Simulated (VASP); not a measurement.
Calculation: TPSS meta-GGA, VASP's PBE PAW potentials (set 64) (plane waves; VASP).

The input files of a VASP run:

File KPOINTS:
```
Automatic
0
G
 8 8 8
```

POSCAR:
```
ZrO2
1
    0.0000000000     2.6023944736     2.6023944736
    2.6023944736     0.0000000000     2.6023944736
    2.6023944736     2.6023944736     0.0000000000
Zr O
1 2
Direct
  0.0000000000   0.0000000000   0.0000000000
  0.2500000000   0.2500000000   0.2500000000
  0.7500000000   0.7500000000   0.7500000000
```

**INCAR**
```
SYSTEM = ZrO2
PREC = Accurate
ENCUT = 520
EDIFF = 1E-7
NELM = 100
ALGO = Normal
LREAL = .FALSE.
LASPH = .TRUE.
ISMEAR = 0
SIGMA = 0.05
METAGGA = TPSS
LMIXTAU = .TRUE.
LMAXMIX = 4
LWAVE = .FALSE.
LCHARG = .FALSE.
ISIF = 2
```

POTCAR, in this order: Zr_sv O (PBE.64 set). Program: vasp_std.

The run wrote:

### OSZICAR
```
       N       E                     dE             d eps       ncg     rms          rms(c)
DAV:   1     0.285549774326E+03    0.28555E+03   -0.18481E+04   928   0.234E+03
DAV:   2     0.456818105591E+02   -0.23987E+03   -0.23395E+03  1232   0.440E+02
DAV:   3     0.319134791959E+02   -0.13768E+02   -0.13242E+02  1208   0.123E+02
DAV:   4     0.316100621496E+02   -0.30342E+00   -0.30336E+00  1352   0.174E+01
DAV:   5     0.316047974783E+02   -0.52647E-02   -0.52645E-02  1216   0.159E+00    0.381E+01
DAV:   6    -0.439091424962E+02   -0.75514E+02   -0.29632E+02   928   0.225E+02    0.133E+01
DAV:   7    -0.420561438807E+02    0.18530E+01   -0.14354E+01  1208   0.376E+01    0.643E+00
DAV:   8    -0.418405439087E+02    0.21560E+00   -0.12273E+00  1224   0.797E+00    0.356E+00
DAV:   9    -0.417754319229E+02    0.65112E-01   -0.12428E+00  1464   0.831E+00    0.162E+00
DAV:  10    -0.418456274829E+02   -0.70196E-01   -0.15652E-01  1504   0.436E+00    0.839E-01
DAV:  11    -0.418617451817E+02   -0.16118E-01   -0.32410E-02  1048   0.194E+00    0.539E-01
DAV:  12    -0.418580140305E+02    0.37312E-02   -0.57974E-02  1152   0.207E+00    0.212E-01
DAV:  13    -0.418810112256E+02   -0.22997E-01   -0.16082E-02  1024   0.124E+00    0.825E-02
DAV:  14    -0.418817024979E+02   -0.69127E-03   -0.10827E-03  1072   0.316E-01    0.338E-02
DAV:  15    -0.418819890532E+02   -0.28656E-03   -0.25406E-04  1120   0.157E-01    0.107E-02
DAV:  16    -0.418819967667E+02   -0.77135E-05   -0.18833E-05  1376   0.430E-02    0.495E-03
DAV:  17    -0.418819964517E+02    0.31502E-06   -0.83000E-06  1072   0.244E-02    0.344E-03
DAV:  18    -0.418820000303E+02   -0.35786E-05   -0.12364E-06  1016   0.141E-02    0.292E-03
DAV:  19    -0.418819993488E+02    0.68146E-06   -0.16194E-06  1104   0.103E-02    0.139E-03
DAV:  20    -0.418819999421E+02   -0.59329E-06   -0.12668E-07   688   0.407E-03    0.358E-04
DAV:  21    -0.418819998818E+02    0.60305E-07   -0.15375E-08   592   0.122E-03
   1 F= -.41882000E+02 E0= -.41882000E+02  d E =-.985360E-18
```

OUTCAR:
```
------------------------ aborting loop because EDIFF is reached ----------------------------------------
  FORCE on cell =-STRESS in cart. coord.  units (eV):
  Direction    XX          YY          ZZ          XY          YZ          ZX
  --------------------------------------------------------------------------------------
  Total       -2.8041938     -2.8041938     -2.8041938      0.0000000     -0.0000000      0.0000000
  in kB     -127.4586254   -127.4586254   -127.4586254      0.0000000     -0.0000000      0.0000000
  external PRESSURE =    -127.4586254 kB  Pullay stress =       0.0000000 kB
  volume of cell :       35.25
      direct lattice vectors                 reciprocal lattice vectors
     0.000000000  2.602394474  2.602394474    -0.192130749  0.192130749  0.192130749
     2.602394474  0.000000000  2.602394474     0.192130749 -0.192130749  0.192130749
     2.602394474  2.602394474  0.000000000     0.192130749  0.192130749 -0.192130749
 POSITION                                       TOTAL-FORCE (eV/Angst)
 -----------------------------------------------------------------------------------
      0.00000      0.00000      0.00000        -0.000000     -0.000000     -0.000000
      1.30120      1.30120      1.30120        -0.000000     -0.000000     -0.000000
      3.90359      3.90359      3.90359         0.000000      0.000000      0.000000
 -----------------------------------------------------------------------------------
    total drift:                                0.000000      0.000000      0.000000
  FREE ENERGIE OF THE ION-ELECTRON SYSTEM (eV)
  ---------------------------------------------------
  free  energy   TOTEN  =       -41.8819998818 eV

  energy  without entropy=      -41.8819998818  energy(sigma->0) =      -41.88199988
```
(Selected blocks of OUTCAR.)

The compound is ZrO2 in the fluorite structure, the high-temperature cubic form, which is unstable at 0 K; the monoclinic form is the stable one. This cell is one point of a volume scan, at 1.06 of the reference volume.
